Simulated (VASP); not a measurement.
CdS: single point with PBE

**Experimental background.**

“Isotope dependence of band-gap energy”, 2008, arxiv:0807.2152 quotes, for a bulk crystal of CdS: band gap 2.5809 ± 0.0002 eV.

Crystal: CdS.

```
Cd S
1.0
     4.15000    0.00000    0.00000
    -2.07500    3.59401    0.00000
     0.00000    0.00000    6.73700
Cd S
2 2
Direct
  0.33333 0.66667 0.00000
  0.66667 0.33333 0.50000
  0.33333 0.66667 0.37500
  0.66667 0.33333 0.87500
```

- Program: VASP 6.6.1
- Task: single point
- Functional: PBE
- Potentials or basis: VASP PAW PBE potentials, release 64 (Cd, S)
- Cutoff: 520 eV
- k mesh: 6 × 6 × 4
- Occupations: gaussian, width 0.1 eV
- Spin: no spin polarisation
- Dipole correction: no
- Further INCAR settings: ALGO = Fast; EDIFF = 1e-06; NBANDS = 26

The pressure is 2.4 GPa and the largest force is 0.069 eV/Å. The band gap on the k mesh is 1.20 eV, direct.

Forces on the atoms (eV/Å):
```
Cd   0.000  0.000 -0.069
Cd   0.000  0.000 -0.069
S    0.000  0.000  0.069
S    0.000  0.000  0.069
```

Stress tensor (GPa, compression positive):
```
2.20 0.00 0.00
0.00 2.20 0.00
0.00 0.00 2.85
```

Levels at points of the mesh, in eV from the valence-band top:
| k point | band 16 | band 17 | band 18 | band 19 | band 20 | band 21 |
| --- | --- | --- | --- | --- | --- | --- |
| (0.00, 0.00, 0.00) | -0.04 | 0.00 | 0.00 | 1.20 | 2.79 | 6.47 |
| (0.50, 0.00, 0.00) | -1.85 | -1.28 | -0.73 | 3.71 | 3.88 | 5.11 |
| (0.00, 0.00, 0.50) | -0.39 | -0.39 | -0.39 | 2.84 | 2.84 | 6.20 |
| (0.50, 0.00, 0.50) | -1.32 | -1.31 | -1.31 | 3.48 | 3.48 | 5.39 |

Wall time 24 s on 1 thread of AMD EPYC 9R45 96-Core Processor (Zen 5) (shared host), peak memory 0.2 GiB.

A measured gap of CdS is 2.5809 eV (quoted in “Isotope dependence of band-gap energy”, 2008, arxiv:0807.2152); the calculated 1.20 eV misses it by -1.38 eV. So large a miss can be the level of theory's own, or it may mean another phase, state or a wrong row. Spin-orbit coupling on Cd is left out. The value is that of PBE, without temperature or zero-point motion. Semilocal functionals fall short of measured gaps as a rule.
